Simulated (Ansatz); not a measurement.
**Fe, 1 atoms: a relaxation on CPU cores**

Wanted: the relaxed geometry of Fe in a cell of 1 atom; the run's time is noted too.

Method: DFT, PBE, NC default, scalar-relativistic, in Ansatz 0.2 development build.

**1. Starting point**

The structure is cubic, space group Fm-3m (No. 225). Conventional cell: a = 3.702 Å, b = 3.702 Å, c = 3.702 Å, α = 90.00°, β = 90.00°, γ = 90.00°. Fe (site symmetry m-3m) is surrounded by 12 Fe at 2.62 Å.

As a file:

```cif
data_structure
_symmetry_space_group_name_H-M 'P 1'
_symmetry_Int_Tables_number 1
_cell_length_a 2.6180
_cell_length_b 2.6180
_cell_length_c 2.6180
_cell_angle_alpha 60.000
_cell_angle_beta 60.000
_cell_angle_gamma 60.000
_cell_volume 12.69
loop_
_atom_site_label
_atom_site_type_symbol
_atom_site_fract_x
_atom_site_fract_y
_atom_site_fract_z
_atom_site_occupancy
Fe1 Fe 0.00000 0.00000 0.00000 1
```

**2. Running it**

input.yaml reads:

```yaml
crystal:
  lattice:
    - [0.0, 1.8512, 1.8512]
    - [1.8512, 0.0, 1.8512]
    - [1.8512, 1.8512, 0.0]
  atoms:
    - { symbol: Fe, position: [0.0, 0.0, 0.0], spin: 1.8 }
hamiltonian:
  xc: pbe
  pseudopotentials: { kind: nc }
  dispersion: none
kpoints:
  mp_grid: { kspacing: 0.1 }
magnetization:
  spin_polarized: true
relax:
  cell: {}
scf:
  occupations: { method: fermi_dirac, width: "0.1 eV" }
```

Command:

```bash
$ ansatz run input.yaml --threads 4 --max-ram=10GiB --backend cpu --events-out ev
```

Q: Predict the outcome of this session. Wanted: free energy; electrons solved for; SCF passes in all; total and absolute magnetisation; site moments; largest force; pressure; energy from the first step to the last.

As calculated:

| quantity | value |
| --- | --- |
| free energy | -3538.6785 eV (-3538.6785 eV/atom) |
| electrons solved for | 16 |
| SCF passes in all | 70 |
| total and absolute magnetisation | 2.54, 2.65 μB |
| site moments | Fe +2.59 μB |
| largest force | 0.000 eV/Å |
| pressure | 0.00 GPa |
| energy from the first step to the last | -18.8 meV/atom (a search of other states lies between) |
| wall time | 1.9 min (4 threads of Arm Neoverse V2 (Grace), shared host) |

What this shows: Of the time up to the last event, 82 % went to the work after the first SCF. The moments add up almost wholly; this is the state that this run reached, after the program's own search of nearby states. With one magnetic atom in the cell no antiparallel order can form. Forces vanish by symmetry, so the stress drives the 7 steps: the pressure went from -8.15 to 0.00 GPa, and the volume changed by -5.6 %.
